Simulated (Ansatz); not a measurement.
Level of theory: DFT PBE, scalar-relativistic, plane waves, PAW (Ansatz 0.2.0). Settings: cutoff 420 eV, Γ-centred meshes spaced at most about 0.3 Å⁻¹, and about 0.25 Å⁻¹ or finer for metals (2π included), Gaussian smearing. No spin polarisation.

These are static total energies at zero pressure.

**Question.** Which of these relaxed structures of Si4Ge3 is the lowest in energy?
A.

```
Si Ge
1.0
     1.83484    1.05935   10.73309
    -1.83484    1.05935   10.73309
     0.00000   -2.11870   10.73309
Si Ge
4 3
Direct
  0.42365 0.42365 0.42365
  0.57635 0.57635 0.57635
  0.28232 0.28232 0.28232
  0.71768 0.71768 0.71768
  0.00000 0.00000 0.00000
  0.13928 0.13928 0.13928
  0.86072 0.86072 0.86072
```

B.

```
Si Ge
1.0
     5.22024    3.01391    3.22449
    -5.22024    3.01391    3.22449
     0.00000   -6.02782    3.22449
Si Ge
8 6
Direct
  0.15358 0.01881 0.44062
  0.84642 0.98119 0.55937
  0.44062 0.15358 0.01881
  0.55937 0.84642 0.98119
  0.01881 0.44062 0.15358
  0.98119 0.55937 0.84642
  0.87673 0.87673 0.87673
  0.12327 0.12327 0.12327
  0.73813 0.30271 0.59507
  0.26187 0.69729 0.40493
  0.40493 0.26187 0.69729
  0.59507 0.73813 0.30271
  0.69729 0.40493 0.26187
  0.30271 0.59507 0.73813
```

**Answer.** B. The other, A, lies 297 meV/atom higher. Forms: B R-3; A R-3m. Counting Ge atoms around Si (those within 1.25 times the shortest such distance or 1.15 times the sum of covalent radii; a plus sign parts nearer from farther groups; the shortest distance is added where it is long for a bond; a slash parts the counts of unlike sites): B has Si 2/6+9 from 3.9 Å; A has Si 3. Both come from invented guesses.

Cells relaxed within their symmetry can be saddle points. Some types were kept out of the candidates beforehand, so the set may lack a known form.
